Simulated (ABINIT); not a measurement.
# GaN (F-43m) in ABINIT: settings compared, part 2 of 2

ABINIT 10.8.3 (patched build). Earlier steps stand in the parts before.

## Step 3: Single point, LDA

Contents of run.abi:

```
pp_dirpath "./"
pseudos "Ga.LDA_PW-JTH.xml, N.LDA_PW-JTH.xml"

acell 3.1869311219 3.1869311219 3.1869311219 Angstrom
rprim
     0.0000000000     0.7071067812     0.7071067812
     0.7071067812     0.0000000000     0.7071067812
     0.7071067812     0.7071067812     0.0000000000
ntypat 2
znucl 31 7
natom 2
typat 1 2
xred
     0.0000000000     0.0000000000     0.0000000000
     0.2500000000     0.2500000000     0.2500000000

ecut 25.0
pawecutdg 47.0

kptopt 1
ngkpt 6 6 6
nshiftk 1
shiftk 0.0 0.0 0.0

ixc 7

nband 13
occopt 3
tsmear 0.05 eV

nstep 100
tolvrs 1.0e-9

iomode 3
prtwf 0
prteig 0
prtebands 0
enunit 2
prtden 1
prtvha 1
prtvclmb 1
prtpot 1
```

Potentials or basis: JTH PAW LDA v2.0.

Launch:

```bash
abinit run.abi > log 2>&1
```

run.abo:

```text
.Version 10.8.3 of ABINIT
 Symmetries : space group F-4 3 m (#216); Bravais cF (face-center cubic)
================================================================================
 Values of the parameters that define the memory need of the present run
     intxc =       0    ionmov =       0      iscf =      17    lmnmax =      18
     lnmax =       6     mgfft =      30  mpssoang =       3    mqgrid =    3001
     natom =       2  nloc_mem =       2    nspden =       1   nspinor =       1
    nsppol =       1      nsym =      24    n1xccc =       1    ntypat =       2
    occopt =       3   xclevel =       1
       mpw =         930          nfft =       27000          nkpt =          16
 PAW method is used; the additional fine FFT grid is defined by:
   mgfftf=        40    nfftf =     64000
================================================================================
================================================================================

--------------------------------------------------------------------------------
------------- Echo of variables that govern the present computation ------------
--------------------------------------------------------------------------------
 -outvars: echo values of preprocessed input variables --------
            acell      6.0224270025E+00  6.0224270025E+00  6.0224270025E+00 Bohr
              amu      6.97230000E+01  1.40067400E+01
             ecut      2.50000000E+01 Hartree
           enunit           2
              ixc           7
         kptrlatt        6    0    0      0    6    0      0    0    6
          kptrlen      3.61345620E+01
            natom           2
            nband          13
            ngfft          30      30      30
          ngfftdg          40      40      40
             nkpt          16
            nstep         100
             nsym          24
           ntypat           2
           occopt           3
        pawecutdg      4.70000000E+01 Hartree
        prtebands           0
           prteig           0
           prtpot           1
         prtvclmb           1
           prtvha           1
            prtwf           0
            rprim      0.0000000000E+00  7.0710678120E-01  7.0710678120E-01
                       7.0710678120E-01  0.0000000000E+00  7.0710678120E-01
                       7.0710678120E-01  7.0710678120E-01  0.0000000000E+00
          spgroup         216
[... 169 lines left out ...]
      occupation numbers for kpt#   1
   2.00000    2.00000    2.00000    2.00000    2.00000    2.00000    2.00000    2.00000
   2.00000    0.00000    0.00000    0.00000    0.00000
 prteigrs : prtvol=0 or 1, do not print more k-points.

 Fermi (or HOMO) energy (eV) =   6.54455   Average Vxc (eV)= -11.05078
 Eigenvalues (   eV  ) for nkpt=  16  k points:
 kpt#   1, nband= 13, wtk=  0.00463, kpt=  0.0000  0.0000  0.0000 (reduced coord)
 -10.16659   -7.88658   -7.88658   -7.88658   -7.57014   -7.57014    5.65347    5.65347
   5.65347    7.37957   15.75190   15.75190   15.75190
 prteigrs : prtvol=0 or 1, do not print more k-points.

--- !EnergyTerms
iteration_state     : {dtset: 1, }
comment             : Components of total free energy in Hartree
kinetic             :  1.09095005324932E+01
hartree             :  2.33478966838231E+01
xc                  : -4.31071140837367E+00
Ewald energy        : -5.83371585173986E+01
psp_core            :  2.93866215244008E+00
local_psp           : -6.53001789446371E+01
PAW spherical_terms :  1.37240070825593E+00
internal            : -8.93795887933971E+01
'-kT*entropy'       : -3.48219506578718E-11
total_energy        : -8.93795887934319E+01
total_energy_eV     : -2.43214251316503E+03
...

--- !EnergyTermsDC
iteration_state     : {dtset: 1, }
comment             : '"Double-counting" decomposition of free energy'
band_energy         : -2.86521245725211E+00
Ewald energy        : -5.83371585173986E+01
psp_core            :  2.93866215244008E+00
xc_dc               : -2.24092105126428E+01
PAW spherical_terms : -8.70666483835754E+00
internal            : -8.93795841732110E+01
'-kT*entropy'       : -3.48219506578718E-11
total_energy_dc     : -8.93795841732458E+01
total_energy_dc_eV  : -2.43214238744336E+03
...

--- !EnergyTermsWithPAWCore
iteration_state     : {dtset: 1, }
comment             : 'Components of total free energy, including PAW core contributions'
Total energy        : -1.99568774692594E+03
Total energy DC     : -1.99568774230576E+03
Total energy (eV)   : -5.43054301079734E+04
Total energy DC (eV): -5.43054299822517E+04
...

 Cartesian components of stress tensor (hartree/bohr^3)
  sigma(1 1)=  2.28259352E-04  sigma(3 2)=  0.00000000E+00
  sigma(2 2)=  2.28259352E-04  sigma(3 1)=  0.00000000E+00
  sigma(3 3)=  2.28259352E-04  sigma(2 1)=  0.00000000E+00

-Cartesian components of stress tensor (GPa)         [Pressure= -6.7156E+00 GPa]
- sigma(1 1)=  6.71562199E+00  sigma(3 2)=  0.00000000E+00
- sigma(2 2)=  6.71562199E+00  sigma(3 1)=  0.00000000E+00
- sigma(3 3)=  6.71562199E+00  sigma(2 1)=  0.00000000E+00

== END DATASET(S) ==============================================================
================================================================================

 -outvars: echo values of variables after computation  --------
            acell      6.0224270025E+00  6.0224270025E+00  6.0224270025E+00 Bohr
           etotal     -8.9379584173E+01
            fcart     -1.2349592509E-31  3.4277004871E-48  1.2349592509E-31
                       1.2349592509E-31 -3.4277004871E-48 -1.2349592509E-31
            rprim      0.0000000000E+00  7.0710678120E-01  7.0710678120E-01
                       7.0710678120E-01  0.0000000000E+00  7.0710678120E-01
                       7.0710678120E-01  7.0710678120E-01  0.0000000000E+00
           strten      2.2825935182E-04  2.2825935182E-04  2.2825935182E-04
                       0.0000000000E+00  0.0000000000E+00  0.0000000000E+00
           xangst      0.0000000000E+00  0.0000000000E+00  0.0000000000E+00
                       1.1267503038E+00  1.1267503038E+00  1.1267503038E+00
             xred      0.0000000000E+00  0.0000000000E+00  0.0000000000E+00
                       2.5000000000E-01  2.5000000000E-01  2.5000000000E-01
 Calculation completed.
```

Wall time 6.1 s (1 thread of Intel Xeon Platinum 8488C (Sapphire Rapids), shared host); peak memory 0.11 GiB.

What came out:

```yaml
Free_energy: -2432.1424 eV
Band_gap_on_the_k_mesh: 1.73 eV, direct
Valence_electrons_inside_the_program's_atomic_spheres: Ga 11.21; N 2.56
```

Caveat: the cutoff is too short for stress, so the log's stress isn't used.

## Step 4: Single point, PBEsol

Contents of run.abi:

```
# Pseudopotentials
pp_dirpath "./"
pseudos "Ga.GGA_PBE-JTH.xml, N.GGA_PBE-JTH.xml"

# Structure
acell 6.0224269985 6.0224269985 6.0224269985
rprim
     0.0000000000     0.7071067812     0.7071067812
     0.7071067812     0.0000000000     0.7071067812
     0.7071067812     0.7071067812     0.0000000000
ntypat 2
znucl 31 7
natom 2
typat 1 2
xred
     0.0000000000     0.0000000000     0.0000000000
     0.2500000000     0.2500000000     0.2500000000

# Plane-wave basis
ecut 25.0
pawecutdg 47.0

# k points
kptopt 1
ngkpt 8 8 8
nshiftk 1
shiftk 0.0 0.0 0.0

# Exchange and correlation
ixc -116133

# Bands and occupations
nband 13
occopt 3
tsmear 0.05 eV

# SCF cycle
nstep 100
tolvrs 1.0e-9

# Output
iomode 3
prtwf 0
prteig 0
prtebands 0
enunit 1
prtden 1
prtvha 1
prtvclmb 1
prtpot 1
```

Potentials or basis: JTH PAW PBE v2.0.

Launch:

```bash
abinit run.abi > log 2>&1
```

run.abo:

```text
.Version 10.8.3 of ABINIT
 Symmetries : space group F-4 3 m (#216); Bravais cF (face-center cubic)
================================================================================
 Values of the parameters that define the memory need of the present run
     intxc =       0    ionmov =       0      iscf =      17    lmnmax =      18
     lnmax =       6     mgfft =      30  mpssoang =       3    mqgrid =    3001
     natom =       2  nloc_mem =       2    nspden =       1   nspinor =       1
    nsppol =       1      nsym =      24    n1xccc =       1    ntypat =       2
    occopt =       3   xclevel =       2
       mpw =         932          nfft =       27000          nkpt =          29
 PAW method is used; the additional fine FFT grid is defined by:
   mgfftf=        40    nfftf =     64000
================================================================================
================================================================================

--------------------------------------------------------------------------------
[... 244 lines left out ...]
- sigma(2 2)=  6.95492832E-01  sigma(3 1)=  0.00000000E+00
- sigma(3 3)=  6.95492832E-01  sigma(2 1)=  0.00000000E+00

== END DATASET(S) ==============================================================
================================================================================

 -outvars: echo values of variables after computation  --------
            acell      6.0224269985E+00  6.0224269985E+00  6.0224269985E+00 Bohr
           etotal     -8.9092326732E+01
            fcart     -0.0000000000E+00 -0.0000000000E+00 -0.0000000000E+00
                      -0.0000000000E+00 -0.0000000000E+00 -0.0000000000E+00
            rprim      0.0000000000E+00  7.0710678120E-01  7.0710678120E-01
                       7.0710678120E-01  0.0000000000E+00  7.0710678120E-01
                       7.0710678120E-01  7.0710678120E-01  0.0000000000E+00
           strten      2.3639320874E-05  2.3639320874E-05  2.3639320874E-05
                       0.0000000000E+00  0.0000000000E+00  0.0000000000E+00
           xangst      0.0000000000E+00  0.0000000000E+00  0.0000000000E+00
                       1.1267503030E+00  1.1267503030E+00  1.1267503030E+00
             xred      0.0000000000E+00  0.0000000000E+00  0.0000000000E+00
                       2.5000000000E-01  2.5000000000E-01  2.5000000000E-01
 Calculation completed.
```

It took 16 s on 1 thread of Intel Xeon Platinum 8488C (Sapphire Rapids), shared host; peak memory 0.11 GiB.

What came out:

```yaml
Free_energy: -2424.3257 eV
Band_gap_on_the_k_mesh: 1.66 eV, direct
Valence_electrons_inside_the_program's_atomic_spheres: Ga 11.19; N 2.56
```

Levels at points of the mesh, in eV from the valence-band top:
| k point | band 7 | band 8 | band 9 | band 10 | band 11 | band 12 |
| --- | --- | --- | --- | --- | --- | --- |
| (0.00, 0.00, 0.00) | 0.00 | 0.00 | 0.00 | 1.66 | 10.19 | 10.19 |
| (0.50, 0.00, 0.00) | -7.12 | -0.98 | -0.98 | 4.54 | 8.62 | 10.24 |
| (0.50, 0.50, 0.00) | -6.18 | -2.74 | -2.74 | 3.21 | 6.54 | 11.56 |

Caveat: the cutoff is too short for stress, so the log's stress isn't used; the PAW data sets were made with another functional, which shifts forces and pressure a little.

## Step 5: Single point, PBE

Contents of run.abi:

```
# Pseudopotentials
pp_dirpath "./"
pseudos "Ga.GGA_PBE-JTH.xml, N.GGA_PBE-JTH.xml"

# Structure
acell 3*1.0 Angstrom
rprim
     0.0000000000     2.2535006075     2.2535006075
     2.2535006075     0.0000000000     2.2535006075
     2.2535006075     2.2535006075     0.0000000000
ntypat 2
znucl 31 7
natom 2
typat 1 2
xred
     0.0000000000     0.0000000000     0.0000000000
     0.2500000000     0.2500000000     0.2500000000

# Plane-wave basis
ecut 680.284656 eV
pawecutdg 47.0

# k points
kptopt 1
ngkpt 6 6 6
nshiftk 1
shiftk 0.0 0.0 0.0

# Exchange and correlation
ixc 11

# Bands and occupations
nband 13
occopt 3
tsmear 0.05 eV

# SCF cycle
nstep 100
tolvrs 1.0e-9

# Output
iomode 3
prtwf 0
prtden 0
prteig 0
prtebands 0
```

Potentials or basis: JTH PAW PBE v2.0.

Launch:

```bash
abinit run.abi > log 2>&1
```

run.abo:

```text
.Version 10.8.3 of ABINIT
 Symmetries : space group F-4 3 m (#216); Bravais cF (face-center cubic)
================================================================================
 Values of the parameters that define the memory need of the present run
     intxc =       0    ionmov =       0      iscf =      17    lmnmax =      18
     lnmax =       6     mgfft =      30  mpssoang =       3    mqgrid =    3001
     natom =       2  nloc_mem =       2    nspden =       1   nspinor =       1
    nsppol =       1      nsym =      24    n1xccc =       1    ntypat =       2
    occopt =       3   xclevel =       2
       mpw =         930          nfft =       27000          nkpt =          16
 PAW method is used; the additional fine FFT grid is defined by:
   mgfftf=        40    nfftf =     64000
================================================================================
================================================================================

--------------------------------------------------------------------------------
[... 248 lines left out ...]
- sigma(1 1)= -5.34831847E+00  sigma(3 2)=  0.00000000E+00
- sigma(2 2)= -5.34831847E+00  sigma(3 1)=  0.00000000E+00
- sigma(3 3)= -5.34831847E+00  sigma(2 1)=  0.00000000E+00

== END DATASET(S) ==============================================================
================================================================================

 -outvars: echo values of variables after computation  --------
            acell      1.8897261259E+00  1.8897261259E+00  1.8897261259E+00 Bohr
           etotal     -8.9138522863E+01
            fcart     -1.5807478412E-29 -2.8353825753E-47  1.5807478412E-29
                       1.5807478412E-29  2.8353825753E-47 -1.5807478412E-29
            rprim      0.0000000000E+00  2.2535006075E+00  2.2535006075E+00
                       2.2535006075E+00  0.0000000000E+00  2.2535006075E+00
                       2.2535006075E+00  2.2535006075E+00  0.0000000000E+00
           strten     -1.8178564978E-04 -1.8178564978E-04 -1.8178564978E-04
                       0.0000000000E+00  0.0000000000E+00  0.0000000000E+00
           xangst      0.0000000000E+00  0.0000000000E+00  0.0000000000E+00
                       1.1267503037E+00  1.1267503037E+00  1.1267503037E+00
             xred      0.0000000000E+00  0.0000000000E+00  0.0000000000E+00
                       2.5000000000E-01  2.5000000000E-01  2.5000000000E-01
 Calculation completed.
```

Wall time 12 s (1 thread of Intel Xeon Platinum 8488C (Sapphire Rapids), shared host); peak memory 0.11 GiB.

Results:

```
Free energy                                           : -2425.5828 eV
Band gap on the k mesh                                : 1.71 eV, direct
Valence electrons inside the program's atomic spheres : Ga 11.18; N 2.57
```

Levels at points of the mesh, in eV from the valence-band top:
```csv
k point,band 7,band 8,band 9,band 10,band 11,band 12
"(0.00, 0.00, 0.00)",0.00,0.00,0.00,1.71,10.29,10.29
"(0.50, 0.00, 0.00)",-7.04,-0.97,-0.97,4.63,8.72,10.34
"(0.50, 0.50, 0.00)",-6.13,-2.71,-2.71,3.34,6.65,11.70
```

Caveat: the cutoff is too short for stress, so the log's stress isn't used.

## Step 6: Summary

| level | potentials or basis | k mesh | cutoff (eV) | fine-grid cutoff | gap on the mesh (eV) |
| --- | --- | --- | --- | --- | --- |
| r2SCAN | JTH PAW PBE v2.0 | 6 × 6 × 6 | 816 | 1414.99 eV | 2.12 |
| LDA | JTH PAW LDA v2.0 | 6 × 6 × 6 | 680 | 1278.94 eV | 1.73 |
| PBEsol | JTH PAW PBE v2.0 | 8 × 8 × 8 | 680 | 1278.94 eV | 1.66 |
| PBE | JTH PAW PBE v2.0 | 6 × 6 × 6 | 680 | 1278.94 eV | 1.71 |

Alike in all rows: task single point; no spin polarisation; cell as given; smearing fermi-dirac 0.05 eV.

Caveats: the PAW data sets were made with another functional, which shifts forces and pressure a little (some runs); totals of a meta-GGA on PAW files have another zero than those of a GGA (some runs).

Total energies depend on the potentials used, so only differences within one code and one set of settings carry meaning.

## Step 7: Comparison with measurements

Step 2. A measured gap of GaN is 3.299 eV (direct; 0 K; a printed reference work, textbook); the calculated 2.12 eV misses it by -1.18 eV. Spin-orbit coupling on Ga is left out. The value is that of r2SCAN, without temperature or zero-point motion. The cell is a database's relaxed one, not the measured one, which moves gaps too.

Step 3. Against the measured gap of GaN, 3.299 eV (direct; 0 K; a printed reference work, textbook), the calculated 1.73 eV is off by -1.57 eV. Spin-orbit coupling on Ga is left out. The value is that of LDA, without temperature or zero-point motion. Semilocal functionals fall short of measured gaps as a rule. The cell is a database's relaxed one, not the measured one, which moves gaps too.

Step 4. Measured gap of GaN: 3.299 eV (direct; 0 K; a printed reference work, textbook). This calculation gives 1.66 eV (-1.64 eV). Spin-orbit coupling on Ga is left out. The value is that of PBEsol, without temperature or zero-point motion. Semilocal functionals fall short of measured gaps as a rule. The cell is a database's relaxed one, not the measured one, which moves gaps too.

Step 5. Measured gap of GaN: 3.299 eV (direct; 0 K; a printed reference work, textbook). This calculation gives 1.71 eV (-1.59 eV). Spin-orbit coupling on Ga is left out. The value is that of PBE, without temperature or zero-point motion. Semilocal functionals fall short of measured gaps as a rule. The cell is a database's relaxed one, not the measured one, which moves gaps too.
